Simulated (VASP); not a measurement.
# GaSb (F-43m) in VASP: single point with PBE

Aim: the single point of GaSb with PBE.

All numbers are computed with VASP 6.6.1; they aren't measurements. Logs are shortened: lines on timing, memory, paths and dates and some standing lists are left out, and cuts for length are marked.

**The experiment to reproduce.**

A printed reference work, data compilation reports, for a bulk crystal of GaSb at 4.2 K: band gap 0.811 eV (direct).

The results are compared with them further down.

**1. The cell of the first run**

It takes space group F-43m (No. 216, cubic). The conventional cell has a = 6.118 Å, b = 6.118 Å, c = 6.118 Å, α = 90.00°, β = 90.00°, γ = 90.00°. Within 3.5 Å of Ga (site symmetry -43m) lie 4 Sb at 2.65 Å. Sb (site symmetry -43m) has 4 Ga at 2.65 Å within 3.5 Å.

**2. Single point, PBE**

INCAR

```
ALGO = Normal
EDIFF = 1E-6
ENCUT = 500
GGA = PE
GGA_COMPAT = F
ISIF = 2
ISMEAR = 0
LASPH = T
LCHARG = F
LREAL = F
LWAVE = F
NBANDS = 16
NELM = 120
PREC = Accurate
SIGMA = 0.01
```

KPOINTS

```
k-points
0
Gamma
  5 5 5
```

POSCAR

```
GaSb
1.0
    4.3260790000      0.0000000000      0.0000000000
    2.1630395000      3.7464943128      0.0000000000
    2.1630395000      1.2488314376      3.5322287123
Ga Sb
1 1
Direct
    0.0000000000      0.0000000000      0.0000000000
    0.2500000000      0.2500000000      0.2500000000
```

Potentials or basis: VASP PAW PBE potentials, release 64 (Ga_d, Sb).

Started as:

```sh
$ cat potpaw_PBE.64/Ga_d/POTCAR potpaw_PBE.64/Sb/POTCAR > POTCAR
$ mpirun -np 1 vasp_std > vasp.out
```

OUTCAR:

```text
EDIFF = 1E-6
   ENCUT = 500
   GGA = PE
   ISIF = 2
   ISMEAR = 0
   LASPH = T
   LREAL = F
   NELM = 120
   PREC = Accurate

 ion  position               nearest neighbor table
   1  0.000  0.000  0.000-   2 2.65   2 2.65   2 2.65   2 2.65
   2  0.250  0.250  0.250-   1 2.65   1 2.65   1 2.65   1 2.65

  LATTYP: Found a face centered cubic cell.
 ALAT       =     6.1179995937

  Lattice vectors:

 A1 = (   4.3260790000,   0.0000000000,   0.0000000000)
 A2 = (   2.1630395000,   3.7464943128,   0.0000000000)
 A3 = (   2.1630395000,   1.2488314376,   3.5322287123)

Analysis of symmetry for initial positions (statically):
=====================================================================
 Subroutine PRICEL returns:
 Original cell was already a primitive cell.

 Routine SETGRP: Setting up the symmetry group for a
 face centered cubic supercell.

 Subroutine GETGRP returns: Found 24 space group operations
 (whereof 24 operations were pure point group operations)
 out of a pool of 48 trial point group operations.

The static configuration has the point symmetry T_d .

Analysis of symmetry for dynamics (positions and initial velocities):
=====================================================================
 Subroutine PRICEL returns:
 Original cell was already a primitive cell.

 Routine SETGRP: Setting up the symmetry group for a
 face centered cubic supercell.

 Subroutine GETGRP returns: Found 24 space group operations
 (whereof 24 operations were pure point group operations)
 out of a pool of 48 trial point group operations.

The dynamic configuration has the point symmetry T_d .

 Subroutine INISYM returns: Found 24 space group operations
 (whereof 24 operations are pure point group operations),
 and found     1 'primitive' translations

----------------------------------------------------------------------------------------

                                     Primitive cell

  volume of cell :      57.2491

  direct lattice vectors                    reciprocal lattice vectors
     4.326079000  0.000000000  0.000000000     0.231156204 -0.133458097 -0.094369125
     2.163039500  3.746494313  0.000000000     0.000000000  0.266916193 -0.094369125
     2.163039500  1.248831438  3.532228712     0.000000000  0.000000000  0.283107375

  length of vectors
     4.326079000  4.326079000  4.326079000     0.283107375  0.283107375  0.283107375

  position of ions in fractional coordinates (direct lattice)
     0.000000000  0.000000000  0.000000000
     0.250000000  0.250000000  0.250000000

  ion indices of the primitive-cell ions
   primitive index   ion index
                 1           1
                 2           2

----------------------------------------------------------------------------------------

 KPOINTS: k-points

Automatic generation of k-mesh.
 Grid dimensions read from file:
 generate k-points for:    5    5    5

 Generating k-lattice:

  Cartesian coordinates                     Fractional coordinates (reciprocal lattice)
     0.046231241 -0.026691619 -0.018873825     0.200000000  0.000000000 -0.000000000
     0.000000000  0.053383239 -0.018873825     0.000000000  0.200000000  0.000000000
     0.000000000  0.000000000  0.056621475     0.000000000  0.000000000  0.200000000

  Length of vectors
     0.056621475  0.056621475  0.056621475

  Shift w.r.t. Gamma in fractional coordinates (k-lattice)
     0.000000000  0.000000000  0.000000000

 Subroutine IBZKPT returns following result:
 ===========================================

 Found     10 irreducible k-points:

 Following reciprocal coordinates:
            Coordinates               Weight
  0.000000  0.000000  0.000000      1.000000
  0.200000 -0.000000  0.000000      8.000000
  0.400000 -0.000000  0.000000      8.000000
  0.200000  0.200000  0.000000      6.000000
  0.400000  0.200000 -0.000000     24.000000
 -0.400000  0.200000 -0.000000     24.000000
 -0.200000  0.200000 -0.000000     12.000000
  0.400000  0.400000  0.000000      6.000000
 -0.400000  0.400000 -0.000000     12.000000
 -0.400000  0.400000  0.200000     24.000000
   k-points           NKPTS =     10   k-points in BZ     NKDIM =     10   number of bands    NBANDS=     16
   number of dos      NEDOS =    301   number of ions     NIONS =      2
   total plane-waves  NPLWV =  32768
   dimension x,y,z NGX =    32 NGY =   32 NGZ =   32
   dimension x,y,z NGXF=    64 NGYF=   64 NGZF=   64
   ions per type =               1   1
   NGX,Y,Z   is equivalent  to a cutoff of  12.30, 12.30, 12.30 a.u.
   NGXF,Y,Z  is equivalent  to a cutoff of  24.59, 24.59, 24.59 a.u.
 SYSTEM =  unknown system
   PREC   = accura    normal or accurate (medium, high low for compatibility)
   ISTART =      0    job   : 0-new  1-cont  2-samecut
   ICHARG =      2    charge: 1-file 2-atom 10-const
   ISPIN  =      1    spin polarized calculation?
   LNONCOLLINEAR =      F non collinear calculations
   LSORBIT =      F    spin-orbit coupling
   LASPH  =      T    aspherical Exc in radial PAW
   ENCUT  =  500.0 eV  36.75 Ry    6.06 a.u.   7.89  7.89  7.89*2*pi/ulx,y,z
   NELM   =    120;   NELMIN=  2; NELMDL= -5     # of ELM steps
   EDIFF  = 0.1E-05   stopping-criterion for ELM
   LREAL  =      F    real-space projection
   EDIFFG = 0.1E-04   stopping-criterion for IOM
   NSW    =      0    number of steps for IOM
   IBRION =     -1    ionic relax: 0-MD 1-quasi-New 2-CG
   NFREE  =      0    steps in history (QN), initial steepest desc. (CG)
   ISIF   =      2    stress and relaxation
   ISYM   =      2    0-nonsym 1-usesym 2-fastsym
   POTIM  = 0.5000    time-step for ionic-motion
   TEBEG  =    0.0;   TEEND  =   0.0 temperature during run
   PSTRESS=    0.0 pullay stress
   NELECT =      18.0000    total number of electrons
   NUPDOWN=      -1.0000    fix difference up-down
   EMIN   =  10.00;   EMAX   =-10.00  energy-range for DOS
   EFERMI =   0.00;   METHOD = LEGACY
   ISMEAR =     0;   SIGMA  =   0.01  broadening in eV -4-tet -1-fermi 0-gaus
   EFERMI_NEDOS =   21; number of points for ismear=-14 and -15
   IALGO  =     38    algorithm
   IMIX   =      4    mixing-type and parameters
     AMIX     =   0.40;   BMIX     =  1.00
     AMIX_MAG =   1.60;   BMIX_MAG =  1.00
  volume/ion in A,a.u.               =      28.62       193.17
  Fermi-wavevector in a.u.,A,eV,Ry     =   1.113208  2.103658 16.860768  1.239231
  Thomas-Fermi vector in A             =   2.249790
   LORBIT       =      0    0 simple, 1 ext, 2 COOP (PROOUT), +10 PAW based schemes
   GGA     = PE    functional components
   LHFCALC =     F    Hartree Fock is set to
   AEXX    =    0.0000 exact exchange contribution
   IVDW    =     0    specifies the selected vdW correction
   LEPSILON=     F    determine dielectric tensor
   LRPA    =     F    only Hartree local field effects (RPA)
 non-spin polarized calculation
 Gauss-broadening in eV      SIGMA  =   0.01
  energy-cutoff  :      500.00
  volume of cell :       57.25
 maximum number of plane-waves:      1470
   NGX = 15   NGY = 15   NGZ = 15

 number of electron      17.9999986 magnetization

 Free energy of the ion-electron system (eV)
  ---------------------------------------------------
  ext. energy  EPLUGINS =         0.00000000
  ---------------------------------------------------
  free energy    TOTEN  =        -7.27768186 eV

  energy without entropy =       -7.27767005  energy(sigma->0) =       -7.27767595

 E-fermi :   4.9056     XC(G=0):  -9.0764

 val. band max:        4.8880993705   @ k =   0.0000   0.0000   0.0000
 cond. band min:       4.9201223605   @ k =   0.0000   0.0000   0.0000
 fundamental gap:      0.0320229900
 Fermi energy:         4.9055991518

 k-point     1 :       0.0000    0.0000    0.0000
  band No.  band energies     occupation
      1     -10.1698      2.00000
      2     -10.1698      2.00000
      3     -10.1698      2.00000
      4     -10.1206      2.00000
      5     -10.1206      2.00000
      6      -6.5888      2.00000
[... 8 lines left out ...]
     15      13.4708      0.00000
     16      13.4708      0.00000

 k-point     2 :       0.2000   -0.0000    0.0000
  band No.  band energies     occupation
      1     -10.1794      2.00000
      2     -10.1657      2.00000
      3     -10.1657      2.00000
      4     -10.1210      2.00000
      5     -10.1210      2.00000
      6      -6.1867      2.00000
[... 8 lines left out ...]
     15      12.4120      0.00000
     16      12.4120      0.00000

 k-point     3 :       0.4000   -0.0000    0.0000
  band No.  band energies     occupation
      1     -10.1945      2.00000
      2     -10.1600      2.00000
      3     -10.1600      2.00000
      4     -10.1206      2.00000
      5     -10.1205      2.00000
      6      -5.2211      2.00000
[... 8 lines left out ...]
     15      13.7185      0.00000
     16      13.7185      0.00000

 k-point     4 :       0.2000    0.2000    0.0000
  band No.  band energies     occupation
      1     -10.1866      2.00000
      2     -10.1615      2.00000
      3     -10.1615      2.00000
      4     -10.1241      2.00000
      5     -10.1192      2.00000
      6      -6.0474      2.00000
[... 8 lines left out ...]
     15      13.0404      0.00000
     16      13.9835      0.00000

 k-point     5 :       0.4000    0.2000   -0.0000
  band No.  band energies     occupation
      1     -10.1988      2.00000
      2     -10.1564      2.00000
      3     -10.1551      2.00000
      4     -10.1256      2.00000
      5     -10.1187      2.00000
      6      -5.2161      2.00000
[... 8 lines left out ...]
     15      14.0510      0.00000
     16      14.7819      0.00000

 k-point     6 :      -0.4000    0.2000   -0.0000
  band No.  band energies     occupation
      1     -10.2010      2.00000
      2     -10.1561      2.00000
      3     -10.1548      2.00000
      4     -10.1228      2.00000
      5     -10.1208      2.00000
      6      -4.6921      2.00000
[... 8 lines left out ...]
     15      13.3274      0.00000
     16      14.4346      0.00000

 k-point     7 :      -0.2000    0.2000   -0.0000
  band No.  band energies     occupation
      1     -10.1911      2.00000
      2     -10.1610      2.00000
      3     -10.1593      2.00000
      4     -10.1225      2.00000
      5     -10.1206      2.00000
      6      -5.5649      2.00000
[... 8 lines left out ...]
     15      13.7314      0.00000
     16      14.2121      0.00000

 k-point     8 :       0.4000    0.4000    0.0000
  band No.  band energies     occupation
      1     -10.2105      2.00000
      2     -10.1477      2.00000
      3     -10.1477      2.00000
      4     -10.1312      2.00000
      5     -10.1169      2.00000
      6      -4.6227      2.00000
[... 8 lines left out ...]
     15      15.5179      0.00000
     16      16.1850      0.00000

 k-point     9 :      -0.4000    0.4000   -0.0000
  band No.  band energies     occupation
      1     -10.2103      2.00000
      2     -10.1493      2.00000
      3     -10.1474      2.00000
      4     -10.1292      2.00000
      5     -10.1182      2.00000
      6      -4.1443      2.00000
[... 8 lines left out ...]
     15      14.1859      0.00000
     16      16.7967      0.00000

 k-point    10 :      -0.4000    0.4000    0.2000
  band No.  band energies     occupation
      1     -10.2058      2.00000
      2     -10.1538      2.00000
      3     -10.1491      2.00000
      4     -10.1265      2.00000
      5     -10.1197      2.00000
      6      -4.4120      2.00000
[... 8 lines left out ...]
     15      14.2726      0.00000
     16      16.6326      0.00000

------------------------ aborting loop because EDIFF is reached ----------------------------------------

  FORCE on cell =-STRESS in cart. coord.  units (eV):
  Direction    XX          YY          ZZ          XY          YZ          ZX
  --------------------------------------------------------------------------------------
  -------------------------------------------------------------------------------------
  Total        0.8490736      0.8490736      0.8490736     -0.0000000     -0.0000000     -0.0000000
  in kB       23.7622524     23.7622524     23.7622524     -0.0000000     -0.0000000     -0.0000000
  external PRESSURE =      23.7622524 kB  Pullay stress =       0.0000000 kB

 VOLUME and BASIS-vectors are now :
 -----------------------------------------------------------------------------
  energy-cutoff  :      500.00
  volume of cell :       57.25
      direct lattice vectors                 reciprocal lattice vectors
     4.326079000  0.000000000  0.000000000     0.231156204 -0.133458097 -0.094369125
     2.163039500  3.746494313  0.000000000     0.000000000  0.266916193 -0.094369125
     2.163039500  1.248831438  3.532228712     0.000000000  0.000000000  0.283107375

 POSITION                                       TOTAL-FORCE (eV/Angst)
 -----------------------------------------------------------------------------------
      0.00000      0.00000      0.00000         0.000000      0.000000     -0.000000
      2.16304      1.24883      0.88306        -0.000000     -0.000000      0.000000
 -----------------------------------------------------------------------------------
    total drift:                                0.000001      0.000001      0.000000

  FREE ENERGIE OF THE ION-ELECTRON SYSTEM (eV)
  ---------------------------------------------------
  free  energy   TOTEN  =        -7.2776818591 eV

  energy  without entropy=       -7.2776700497  energy(sigma->0) =       -7.27767595
```

Run time: 9.8 s. Hardware: 1 thread of AMD EPYC 7R13 (Zen 3), shared host; peak memory 0.15 GiB.

What came out:

```yaml
Free_energy: -7.2777 eV
Pressure: 2.4 GPa
Band_gap_on_the_k_mesh: 0.03 eV, direct
```

Caveat: spin-orbit coupling is left out, which moves the levels of the heavy elements.

**3. How close it comes**

Step 2. A measured gap of GaSb is 0.811 eV (direct; 4.2 K; a printed reference work, data compilation); the calculated 0.03 eV misses it by -0.78 eV. Spin-orbit coupling on Ga, Sb is left out. The value is that of PBE on a finite k mesh, which can miss the band edges, without temperature or zero-point motion. Semilocal functionals fall short of measured gaps as a rule.
